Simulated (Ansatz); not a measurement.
# Au: the cost of one run

Computed with Ansatz 0.2.0 (DFT PBEsol, scalar-relativistic, unless a step's input says otherwise).

3 further runs of the same task are left out: 3 that didn't finish.

### Step 1. The structure to begin with

It takes space group Cmcm (No. 63, orthorhombic). The conventional cell has a = 2.823 Å, b = 5.112 Å, c = 4.893 Å, α = 90.00°, β = 90.00°, γ = 90.00°. Au (site symmetry m2m) is surrounded by 12 Au at 2.82 to 2.97 Å.

As a file:

```cif
data_structure
_symmetry_space_group_name_H-M 'P 1'
_symmetry_Int_Tables_number 1
_cell_length_a 2.9197
_cell_length_b 2.9197
_cell_length_c 4.8932
_cell_angle_alpha 90.000
_cell_angle_beta 90.000
_cell_angle_gamma 122.188
_cell_volume 35.30
loop_
_atom_site_label
_atom_site_type_symbol
_atom_site_fract_x
_atom_site_fract_y
_atom_site_fract_z
_atom_site_occupancy
Au1 Au 0.66533 0.33467 0.75000 1
Au2 Au 0.33467 0.66533 0.25000 1
```

Atoms are numbered in the order of the input: Au1, Au2.

### Step 2. The deformed structure

Space group Cmcm before, Cmcm after.

### Step 3. All-electron LAPW

Contents of input.yaml:

```yaml
crystal:
  lattice:
    - [1.3974050943, -2.5307508048, 0.0]
    - [1.3974050943, 2.5307508048, 0.0]
    - [0.0, 0.0, 4.9910330022]
  atoms:
    - { symbol: Au, position: [0.66532797, 0.33467203, 0.75] }
    - { symbol: Au, position: [0.33467203, 0.66532797, 0.25] }
kpoints:
  mp_grid: { grid: [15, 15, 8] }
scf:
  occupations: { method: fermi_dirac, width: 0.08 }
hamiltonian:
  xc: pbesol
  pseudopotentials: { kind: all_electron, lapw: { basis_error: 0.0005 } }
output:
  forces: true
  stress: true
  eigenvalues: true
```

Run with:

```sh
ansatz run input.yaml --threads 1 --pin off --max-ram 2048MiB --backend cpu --events-out ev --progress --plain --runs-dir out
```

Q: Estimate wall time and peak memory on 1 thread of Arm Neoverse V2, shared host.

About 2.2 min, with a peak of 1.4 GiB.
